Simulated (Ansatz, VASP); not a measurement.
NbC4 in VASP and in Ansatz

File INCAR:

```
SYSTEM = NbC4
ALGO = Normal
EDIFF = 1E-6
ENCUT = 520
GGA = PE
ISIF = 2
ISMEAR = 0
LASPH = .True.
LCHARG = .True.
LELF = .True.
LREAL = .False.
LVHAR = .True.
LWAVE = .False.
NBANDS = 22
NELM = 100
PREC = Accurate
SIGMA = 0.1
```

Contents of KPOINTS:

```
k-points
0
Gamma
  4 4 4
  0 0 0
```

The input POSCAR:

```
NbC4
1.0
    4.3577868200      0.0000000000      0.0000000000
    0.0000000000      4.3577868200      0.0000000000
    0.0000000000      0.0000000000      4.3577868200
Nb C
1 4
Direct
    0.0000000000      0.0000000000      0.0000000000
    0.2437810800      0.7562189200      0.7562189200
    0.7562189200      0.2437810800      0.7562189200
    0.7562189200      0.7562189200      0.2437810800
    0.2437810800      0.2437810800      0.2437810800
```

Input for Ansatz:

```yaml
crystal:
  lattice:
    - [4.35778682, 0.0, 0.0]
    - [0.0, 4.35778682, 0.0]
    - [0.0, 0.0, 4.35778682]
  atoms:
    - { symbol: Nb, position: [0.0, 0.0, 0.0] }
    - { symbol: C, position: [0.24378108, 0.75621892, 0.75621892] }
    - { symbol: C, position: [0.75621892, 0.24378108, 0.75621892] }
    - { symbol: C, position: [0.75621892, 0.75621892, 0.24378108] }
    - { symbol: C, position: [0.24378108, 0.24378108, 0.24378108] }
basis:
  ecutwfc: 420
kpoints:
  mp_grid: { grid: [4, 4, 4] }
hamiltonian:
  xc: pbe
scf:
  occupations: { method: gaussian, width: 0.1 }
  lower_state_search: "off"
output:
  forces: true
  stress: true
  eigenvalues: true
```

Change from the starting cell: species swapped into the SnI4 type (P-43m, No. 215).

Alike in both runs: task single point; functional PBE; k mesh 4 × 4 × 4; occupations gaussian, width 0.1 eV; no spin polarisation.

|  | VASP | Ansatz |
| --- | --- | --- |
| version | VASP 6.6.1 | Ansatz 0.2.0 |
| potentials or method | VASP PAW PBE potentials, release 64 (Nb_sv, C) | scalar-relativistic, plane waves, PAW |
| plane-wave cutoff (eV) | 520 | 420 |
| valence electrons in the cell | 29 | 29 |

```csv
,VASP,Ansatz,Ansatz less VASP
gap on the k mesh at the Fermi level (eV),none,none,-
pressure (GPa),9.9,9.9,-0.03
rms of the force components (eV/Å),1.988,1.979,-0.0094
```

Atom by atom the forces differ by 0.009 eV/Å (rms over components). A gap of «none» marks a metal or a gap that the smearing closes.

Caveats: the k mesh is coarse (spacing up to 0.36 Å⁻¹), so the values aren't converged; forces of over 1 eV/Å show positions far from the minimum, so gaps and moduli don't describe the material at rest.
